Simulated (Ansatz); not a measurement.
Runs of Ansatz 0.2.0 on BP. Symmetry: F-43m, No. 216, cubic system. Conventional cell: a = 4.538 Å, b = 4.538 Å, c = 4.538 Å, α = 90.00°, β = 90.00°, γ = 90.00°. P (site symmetry -43m) has 4 B at 1.97 Å as nearest neighbours. B (site symmetry -43m) is surrounded by 4 P at 1.97 Å. 

```csv
task,level,potentials or basis,cell,k mesh,cutoff (eV),smearing,basis error allowed,gap on the mesh (eV),pressure (GPa),relaxed volume (Å³/atom)
phonons,PBE,"all-electron LAPW, scalar-relativistic",as given,10 × 10 × 10,272,fermi-dirac 0.05 eV,0.002 eV/atom,(a),-,-
single point,PBE,all-electron PAW datasets made for the crystal,as given,6 × 6 × 6,280,fermi-dirac 0.05 eV,-,1.34,1.2,-
Born charges and dielectric tensor,LDA,all-electron PAW datasets made for the crystal,as given,10 × 10 × 10,310,fixed,-,1.19,-,-
relaxation of cell and atoms,BLYP,"all-electron LAPW, scalar-relativistic",relaxed,10 × 10 × 10,-,fermi-dirac 0.05 eV,0.001 eV/atom,1.56,0.0,12.14
band structure,PBEsol,"all-electron LAPW, non-relativistic",as given,10 × 10 × 10,281,fermi-dirac 0.05 eV,0.001 eV/atom,1.15,-2.0,-
relaxation of cell and atoms,PBE,"all-electron LAPW, scalar-relativistic",relaxed,10 × 10 × 10,-,fermi-dirac 0.05 eV,0.001 eV/atom,1.26,0.0,11.76
single point,PBE,all-electron PAW datasets made for the crystal,as given,8 × 8 × 8,280,fermi-dirac 0.05 eV,-,1.28,(b),-
relaxation of cell and atoms,PBE+D4,"all-electron LAPW, scalar-relativistic",relaxed,10 × 10 × 10,-,fermi-dirac 0.05 eV,0.001 eV/atom,1.22,0.0,11.42
```

Alike in all rows: no spin polarisation.

**Question.** Estimate the missing entries.

**Answer.** (a) 1.25; (b) 1.1.

Caveats: the program warned that the printed levels may be off, so bands, gaps and densities of states are rough (some runs).

A k mesh can miss the band edges.

Not every run made on this cell is shown here.
